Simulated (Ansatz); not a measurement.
SrF$_{2}$:
```cif
data_F8Sr4
_chemical_formula_sum 'Sr4 F8'
_space_group_name_H-M_alt 'Fm-3m'
_space_group_IT_number 225
_space_group_name_Hall '-F 4 2 3'
_cell_length_a 5.79035
_cell_length_b 5.79035
_cell_length_c 5.79035
_cell_angle_alpha 90.000
_cell_angle_beta 90.000
_cell_angle_gamma 90.000
loop_
_atom_site_label
_atom_site_type_symbol
_atom_site_symmetry_multiplicity
_atom_site_Wyckoff_symbol
_atom_site_fract_x
_atom_site_fract_y
_atom_site_fract_z
_atom_site_occupancy
Sr1 Sr 4 a 0.00000 0.00000 0.00000 1
F1 F 8 c 0.25000 0.25000 0.25000 1
```
(The calculation used a cell of 3 atoms; values per cell refer to that cell.)

Relaxed with r²SCAN.

### Question
Decompose the optical modes at the zone centre into irreducible representations, and say which are infrared and Raman allowed.

### Answer
Point group m-3m: Γ_opt = T1u + T2g. Infrared: T1u. Raman: T2g.

### Question
Assign frequencies (DFPT, DFT-r²SCAN in the program Ansatz with PAW potentials; without the LO–TO term).

### Answer
T1u 221, T2g 289 cm⁻¹.

The cell was relaxed with r²SCAN under the symmetry of its start; phonons on a q-mesh show no instability.

Potentials: the later of the program's two PAW sets.
